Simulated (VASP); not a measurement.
# Y (P6_3/mmc) in VASP: a series of runs

Runs on Y. Level: PBE+D4. Tasks: relaxation of cell and atoms, electrostatic potential.

Everything below comes from runs of VASP 6.6.1. Logs are shortened: lines on timing, memory, paths and dates and some standing lists are left out, and cuts for length are marked.

### Step 1. The structure

It takes space group P6_3/mmc (No. 194, hexagonal). The conventional cell has a = 3.600 Å, b = 3.600 Å, c = 5.620 Å, α = 90.00°, β = 90.00°, γ = 120.00°. Around Y (site symmetry -6m2) lie 12 Y at 3.50 to 3.60 Å.

The cell was built by a generator and needn't be a form met in nature.

### Step 2. Relaxation of cell and atoms, PBE+D4

Input file INCAR:

```
ALGO = Fast
EDIFF = 1E-6
EDIFFG = -0.005
ENCUT = 600
GGA = PE
IBRION = 2
ISIF = 3
ISMEAR = 1
IVDW = 13
LASPH = True
LCHARG = False
LREAL = False
LWAVE = False
NELM = 120
NSW = 60
PREC = Accurate
SIGMA = 0.1
```

Input file KPOINTS:

```
k-points
0
Gamma
  14 14 8
```

Input file POSCAR:

```
Y
1.0
    3.6000000000      0.0000000000      0.0000000000
   -1.8000000000      3.1176914500      0.0000000000
    0.0000000000      0.0000000000      5.6200000000
Y
2
Direct
    0.3333333300      0.6666666700      0.2500000000
    0.6666666700      0.3333333300      0.7500000000
```

Potentials or basis: VASP PAW PBE potentials, release 64 (Y_sv).

On the command line:

```bash
$ cat potpaw_PBE.64/Y_sv/POTCAR > POTCAR
$ mpirun -np 1 vasp_std > vasp.out
```

OUTCAR:

```text
EDIFF = 1E-6
   EDIFFG = -0.005
   ENCUT = 600
   GGA = PE
   IBRION = 2
   ISIF = 3
   ISMEAR = 1
   IVDW = 13
   LASPH = True
   LREAL = False
   NELM = 120
   NSW = 60
   PREC = Accurate

 ion  position               nearest neighbor table
   1  0.333  0.667  0.250-   2 3.50   2 3.50   2 3.50   2 3.50   2 3.50   2 3.50
   2  0.667  0.333  0.750-   1 3.50   1 3.50   1 3.50   1 3.50   1 3.50   1 3.50

  LATTYP: Found a hexagonal cell.
 ALAT       =     3.6000000000
 C/A-ratio  =     1.5611111111

  Lattice vectors:

 A1 = (   3.6000000000,   0.0000000000,   0.0000000000)
 A2 = (  -1.8000000000,   3.1176914500,   0.0000000000)
 A3 = (   0.0000000000,   0.0000000000,   5.6200000000)

Analysis of symmetry for initial positions (statically):
=====================================================================
 Subroutine PRICEL returns:
 Original cell was already a primitive cell.

 Routine SETGRP: Setting up the symmetry group for a
 hexagonal supercell.

 Subroutine GETGRP returns: Found 24 space group operations
 (whereof 12 operations were pure point group operations)
 out of a pool of 24 trial point group operations.

The static configuration has the point symmetry D_3d.
 The point group associated with its full space group is D_6h.

Analysis of symmetry for dynamics (positions and initial velocities):
=====================================================================
 Subroutine PRICEL returns:
 Original cell was already a primitive cell.

 Routine SETGRP: Setting up the symmetry group for a
 hexagonal supercell.

 Subroutine GETGRP returns: Found 24 space group operations
 (whereof 12 operations were pure point group operations)
 out of a pool of 24 trial point group operations.

The dynamic configuration has the point symmetry D_3d.
 The point group associated with its full space group is D_6h.

 Subroutine INISYM returns: Found 24 space group operations
 (whereof 12 operations are pure point group operations),
 and found     1 'primitive' translations

----------------------------------------------------------------------------------------

                                     Primitive cell

  volume of cell :      63.0771

  direct lattice vectors                    reciprocal lattice vectors
     3.600000000  0.000000000  0.000000000     0.277777778  0.160375075  0.000000000
    -1.800000000  3.117691450  0.000000000     0.000000000  0.320750150  0.000000000
     0.000000000  0.000000000  5.620000000     0.000000000  0.000000000  0.177935943

  length of vectors
     3.600000000  3.599999997  5.620000000     0.320750150  0.320750150  0.177935943

  position of ions in fractional coordinates (direct lattice)
     0.333333330  0.666666670  0.250000000
     0.666666670  0.333333330  0.750000000

  ion indices of the primitive-cell ions
[... 79 lines left out ...]
   IBRION =      2    ionic relax: 0-MD 1-quasi-New 2-CG
   NFREE  =      1    steps in history (QN), initial steepest desc. (CG)
   ISIF   =      3    stress and relaxation
   ISYM   =      2    0-nonsym 1-usesym 2-fastsym
   POTIM  = 0.5000    time-step for ionic-motion
   TEBEG  =    0.0;   TEEND  =   0.0 temperature during run
   PSTRESS=    0.0 pullay stress
   NELECT =      22.0000    total number of electrons
   NUPDOWN=      -1.0000    fix difference up-down
   EMIN   =  10.00;   EMAX   =-10.00  energy-range for DOS
   EFERMI =   0.00;   METHOD = LEGACY
   ISMEAR =     1;   SIGMA  =   0.10  broadening in eV -4-tet -1-fermi 0-gaus
   EFERMI_NEDOS =   21; number of points for ismear=-14 and -15
   IALGO  =     68    algorithm
   IMIX   =      4    mixing-type and parameters
     AMIX     =   0.40;   BMIX     =  1.00
     AMIX_MAG =   1.60;   BMIX_MAG =  1.00
  volume/ion in A,a.u.               =      31.54       212.83
  Fermi-wavevector in a.u.,A,eV,Ry     =   1.152369  2.177663 18.067930  1.327955
  Thomas-Fermi vector in A             =   2.289021
   LORBIT       =      0    0 simple, 1 ext, 2 COOP (PROOUT), +10 PAW based schemes
   GGA     = PE    functional components
   LHFCALC =     F    Hartree Fock is set to
   AEXX    =    0.0000 exact exchange contribution
   IVDW    =    13    specifies the selected vdW correction
   LEPSILON=     F    determine dielectric tensor
   LRPA    =     F    only Hartree local field effects (RPA)
 conjugate gradient relaxation of ions
 non-spin polarized calculation
 RMM-DIIS sequential band-by-band and
 Methfessel and Paxton  Order N= 1 SIGMA  =   0.10
  energy-cutoff  :      600.00
  volume of cell :       63.08
 maximum number of plane-waves:      2129
 NGX is ok and might be reduce to    30
   NGX = 15   NGY = 15   NGZ = 23

--------------------------------------- Ionic step        1  -------------------------------------------

 number of electron      21.9999999 magnetization

 Free energy of the ion-electron system (eV)
  ---------------------------------------------------
  ext. energy  EPLUGINS =         0.00000000
  ---------------------------------------------------
  free energy    TOTEN  =       -12.85621734 eV

  energy without entropy =      -12.85833000  energy(sigma->0) =      -12.85692156

------------------------ aborting loop because EDIFF is reached ----------------------------------------

  DFT-D4 for vdW energy calculation

  Edisp (eV):   -0.50012
[... 191 lines left out ...]
--------------------------------------- Ionic step        6  -------------------------------------------

 number of electron      22.0000000 magnetization

 Free energy of the ion-electron system (eV)
  ---------------------------------------------------
  ext. energy  EPLUGINS =         0.00000000
  ---------------------------------------------------
  free energy    TOTEN  =       -12.86144153 eV

  energy without entropy =      -12.86365588  energy(sigma->0) =      -12.86217965

 E-fermi :   3.1460     XC(G=0):  -9.5508

 val. band max:        3.1433939610   @ k =   0.4286  -0.0000   0.2500
 cond. band min:       3.1474996776   @ k =   0.3571   0.1429   0.2500
 fundamental gap:      0.0041057166
 Fermi energy:         3.1460498147

 k-point     1 :       0.0000    0.0000    0.0000
  band No.  band energies     occupation
      1     -39.4560      2.00000
      2     -39.3678      2.00000
      3     -19.7787      2.00000
      4     -19.2514      2.00000
      5     -19.2514      2.00000
      6     -19.1467      2.00000
      7     -19.1467      2.00000
      8     -19.1006      2.00000
      9      -1.5797      2.00000
     10       1.2671      2.00000
     11       4.2259     -0.00000
     12       4.9132     -0.00000
     13       4.9132     -0.00000
     14       5.3356      0.00000
[... 401 lines left out ...]
      2     -39.3656      2.00000
      3     -19.5896      2.00000
      4     -19.4790      2.00000
      5     -19.4769      2.00000
      6     -19.4090      2.00000
      7     -19.3543      2.00000
      8     -19.3479      2.00000
      9       2.3117      2.00000
     10       2.3846      2.00000
     11       2.5909      2.00000
     12       2.6670      2.00000
     13       4.2474     -0.00000
     14       4.3486     -0.00000
     15       5.5719      0.00000

 [... further k-points ...]

------------------------ aborting loop because EDIFF is reached ----------------------------------------

  DFT-D4 for vdW energy calculation

  Edisp (eV):   -0.49597
[... 25 lines left out ...]
  FREE ENERGIE OF THE ION-ELECTRON SYSTEM (eV)
  ---------------------------------------------------
  free  energy   TOTEN  =       -13.3574164691 eV

  energy  without entropy=      -13.3596308145  energy(sigma->0) =      -13.35815458

 reached required accuracy - stopping structural energy minimisation
```

CONTCAR:

```text
Y
   1.00000000000000
     3.6191773972371801   -0.0000000000000000    0.0000000000000000
    -1.8095886986185901    3.1342995631279162   -0.0000000000000000
     0.0000000000000000   -0.0000000000000000    5.6082499031673745
  Y
     2
Direct
     0.3333333300000021    0.6666666699999979    0.2500000000000000
     0.6666666699999979    0.3333333300000021    0.7500000000000000

  0.00000000E+00  0.00000000E+00  0.00000000E+00
  0.00000000E+00  0.00000000E+00  0.00000000E+00
```

Run time: 6.5 min. Hardware: 1 thread of Intel Xeon Platinum 8488C (Sapphire Rapids), shared host; peak memory 0.33 GiB.

Results:

```yaml
Free_energy: -13.3574 eV
Relaxed_volume: 31.81 Å³/atom
Relaxed_cell: a = 3.619 Å, b = 3.619 Å, c = 5.608 Å, α = 90.00°, β = 90.00°, γ = 120.00°
Space_group_after_relaxing_to_0.05_Å: P6_3/mmc (No. 194)
Energy_gained_by_relaxing: 0.5 meV/atom
Ionic_steps: 6
Pressure_after_relaxing: 0.0 GPa
Band_gap_on_the_k_mesh: none (metal or under the smearing width)
Dispersion_energy_per_atom: -0.248 eV
```

Step by step:
```csv
step,energy change (eV),largest force (eV/Å),pressure (GPa),volume (Å³)
1,0.0000,0.0000,0.36,63.08
2,-0.0010,0.0000,-0.07,63.72
3,-0.0010,0.0000,-0.05,63.71
4,-0.0011,0.0000,0.00,63.65
5,-0.0011,0.0000,-0.01,63.64
6,-0.0011,0.0000,0.00,63.62
```

Final structure:
```
Y
1.0
     3.61918    0.00000    0.00000
    -1.80959    3.13430    0.00000
     0.00000    0.00000    5.60825
Y
2
Cartesian
  0.0000 2.0895 1.4021
  1.8096 1.0448 4.2062
```

Caveat: pairwise dispersion overbinds metals, which lowers pressure and volume.

### Step 3. Electrostatic potential, PBE+D4

This run uses another cell than the first one, of 31.81 Å³/atom, 1.009 times its volume.

Input file INCAR:

```
SYSTEM = Y
PREC = Accurate
ENCUT = 520
EDIFF = 1E-6
ISMEAR = 1
SIGMA = 0.1
LREAL = .False.
LASPH = .True.
NELM = 60
ALGO = Fast
ISIF = 2
LWAVE = .False.
LCHARG = .True.
GGA = PE
IVDW = 13
LVHAR = .True.
```

Input file KPOINTS:

```
regular mesh
0
Gamma
  14 14 8
  0 0 0
```

Input file POSCAR:

```
Y                                       
1.0
    3.6191773972     -0.0000000000      0.0000000000
   -1.8095886986      3.1342995631     -0.0000000000
    0.0000000000     -0.0000000000      5.6082499032
  Y             
     2
Direct
     0.3333333300000021    0.6666666699999979    0.2500000000000000
     0.6666666699999979    0.3333333300000021    0.7500000000000000
```

Potentials or basis: VASP PAW PBE potentials, release 64 (Y_sv).

On the command line:

```bash
$ cat potpaw_PBE.64/Y_sv/POTCAR > POTCAR
$ mpirun -np 1 vasp_std > vasp.out
```

Run time: 1.7 min. Hardware: 1 thread of Intel Xeon Platinum 8488C (Sapphire Rapids), shared host; peak memory 0.26 GiB.

It converged, with:

| Item | Value |
| --- | --- |
| Free energy | -13.3574 eV |
| Pressure | 0.0 GPa |
| Band gap on the k mesh | none (metal or under the smearing width) |
| Dispersion energy per atom | -0.248 eV |

Levels at points of the mesh, in eV from the Fermi level:
| k point | band 7 | band 8 | band 9 | band 10 | band 11 | band 12 | band 13 | band 14 | band 15 |
| --- | --- | --- | --- | --- | --- | --- | --- | --- | --- |
| (0.00, 0.00, 0.00) | -22.29 | -22.25 | -4.73 | -1.88 | 1.08 | 1.77 | 1.77 | 2.19 | 2.42 |
| (0.50, 0.00, 0.00) | -22.42 | -22.35 | -1.68 | -1.24 | -0.83 | -0.08 | 1.44 | 1.51 | 2.19 |
| (0.00, 0.00, 0.50) | -22.35 | -22.35 | -3.22 | -3.22 | 1.02 | 1.02 | 1.67 | 1.67 | 1.67 |
| (0.50, 0.00, 0.50) | -22.41 | -22.41 | -1.68 | -1.68 | 0.10 | 0.10 | 1.48 | 1.48 | 2.81 |

Caveat: pairwise dispersion overbinds metals, which lowers pressure and volume.
